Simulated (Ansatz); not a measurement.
input.yaml (Ansatz)

```yaml
crystal:
  lattice:
    - [-1.7895377336, 1.7895377336, 1.7895377336]
    - [1.7895377336, -1.7895377336, 1.7895377336]
    - [1.7895377336, 1.7895377336, -1.7895377336]
  atoms:
    - { symbol: Zr, position: [0.0, 0.0, 0.0] }
hamiltonian:
  xc: pbe
  pseudopotentials:
    kind: paw
    azcp:
      Zr: "pseudopotentials/Zr.paw.azcp"
basis:
  ecutwfc: 420
  fft_grid_basis: typed
kpoints:
  mp_grid: { grid: [20, 20, 20], shift: [0, 0, 0] }
magnetization:
  spin_polarized: false
scf:
  occupations: { method: fermi_dirac, width: 0.1 }
```

Terminal output

```
Engine: ansatz 0.2.0, x86_64-unknown-linux-gnu
Pseudopotentials: kind: paw
Pseudopotential: Zr, paw, valence charge 12, recommended cutoff 420 eV (normal) 
Functional definition: PBE
  parameter kappa = 0.804
  parameter beta = 0.06672455060314922
  exchange = pbe_x(kappa = kappa, mu = beta*pi^2/3)
  correlation = pbe_c(beta = beta)
Crystal: 1 atoms, lattice volume = 22.924 Å³
Basis set: ecut = 420 eV, 429 PW (Γ)
Bands: 10, of which v1, the nominal top of the filled ones, is band 6 counted from 1 (5 counted from 0)
Symmetry: 48 space group operations
Space group: Im-3m (ITA 229), of the structure as read, at distance tolerance 2.8e-5 Å
k-points: 256 of 8000
Non-local potential: Zr, projectors of the file, l = 0: 3, l = 1: 2, l = 2: 2, l = 3: 2
PAW form: soft (Blöchl's): semilocal exchange-correlation on the pseudo side does not see the compensation charge
PAW one-centre angular grid: Zr, 590 points (default); XC on 64 Gauss nodes
Initial density: superposition of atomic densities (neutral atoms: chi_scale 0, normalization atom), corrected by the library's trained network
Initial wavefunctions: pseudopotential atomic-orbital guess
Functional: x = pbe(κ = 0.804, μ = 0.2195149727645171), c = pbe(β = 0.06672455060314922)
SCF iter   1: F=—  HF=-4183.783019 eV  |F-HF|=—  |Δ(HF+E_count)|=         —  Δρ=2.26e-3  dr2=9.17e-4  ethr=1.77e-3  ⟨swp⟩=5.0  Hψ=14450  notcnv=0
SCF iter   2: F=—  HF=-4183.782450 eV  |F-HF|=—  |Δ(HF+E_count)|=   5.69e-4  Δρ=8.53e-4  dr2=8.47e-5  ethr=7.64e-6  ⟨swp⟩=1.9  Hψ=4930  notcnv=0
SCF iter   3: F=—  HF=-4183.782479 eV  |F-HF|=—  |Δ(HF+E_count)|=   2.91e-5  Δρ=2.21e-4  dr2=5.38e-6  ethr=7.06e-7  ⟨swp⟩=1.2  Hψ=2678  notcnv=0
iter 4 did not close the SCF: its close was put off for the readings that it lacked (scf_convergence_deferred on its scf_iter line)
SCF iter   4: F=-4183.782482 eV  HF=-4183.782482 eV  |F-HF|=4.14e-8  |Δ(HF+E_count)|=   3.15e-6  Δρ=1.98e-5  dr2=2.95e-8  ethr=4.48e-8  ⟨swp⟩=2.1  Hψ=3110  notcnv=0
iter 5 did not close the SCF: its close was put off for the readings that it lacked (scf_convergence_deferred on its scf_iter line)
SCF iter   5: F=-4183.782482 eV  HF=-4183.782482 eV  |F-HF|=2.01e-10  |Δ(HF+E_count)|=   4.53e-8  Δρ=3.15e-6  dr2=9.76e-10  ethr=2.46e-10  ⟨swp⟩=2.1  Hψ=4162  notcnv=0
SCF iter   6: F=-4183.782482 eV  HF=-4183.782482 eV  |F-HF|=5.46e-12  |Δ(HF+E_count)|=  1.58e-10  Δρ=2.55e-7  dr2=7.44e-12  ethr=8.13e-12  ⟨swp⟩=1.0  Hψ=7132  notcnv=0
SCF 1 converged in 6 iterations: F = -4183.782482 eV  dr2 = 7.44e-12
SCF converged after 6 iterations
Free energy (F): -4183.782482 eV
Harris-Foulkes:  -4183.782482 eV  (|F-HF|=5.46e-12)
Internal energy: -4183.721095 eV  (E = F + TS)
E sigma→0 (E₀):  -4183.751789 eV
Entropy (-TS):   -0.061387 eV (-61.387 meV/atom)
Fermi energy:    13.961802 eV
--- Per-component energies (eV) ---
  E_band       = -93.016663
  E_kinetic    = 333.217259
  E_local      = -620.096139  (includes V_loc(G=0)·N_el)
  E_nonlocal   = 80.936455
  E_hartree    = 192.214527
  E_xc         = -161.530613
  E_vxc        = -190.781841  (∫ρ·V_xc dr)
  E_paw        = -2954.261773  (= ΣΔE_a)
  E_vpaw       = -80.721439  (= ΣTr[D̂ρ^β])
  E_aug_tail   = 0.000025  (compensation charges beyond the density's cutoff)
  E_ewald      = -1054.200835
  E_smearing   = -0.061387  (= −TS)
  E_closure    = 0.000000  (closes the sum)
  Σ components = -4183.782482   (vs F -4183.782482, Δ=0.00e0)
```

Command:

```sh
ansatz run input.yaml --threads 1 --pin off --max-ram 3584MiB --backend cpu --events-out ev --progress --plain --runs-dir out
```

On 1 thread of Intel(R) Xeon(R) Platinum 8259CL CPU @ 2.50GHz (Skylake/Cascade Lake) (shared host) this took about 4 s of wall time and 3.8 s of CPU time.
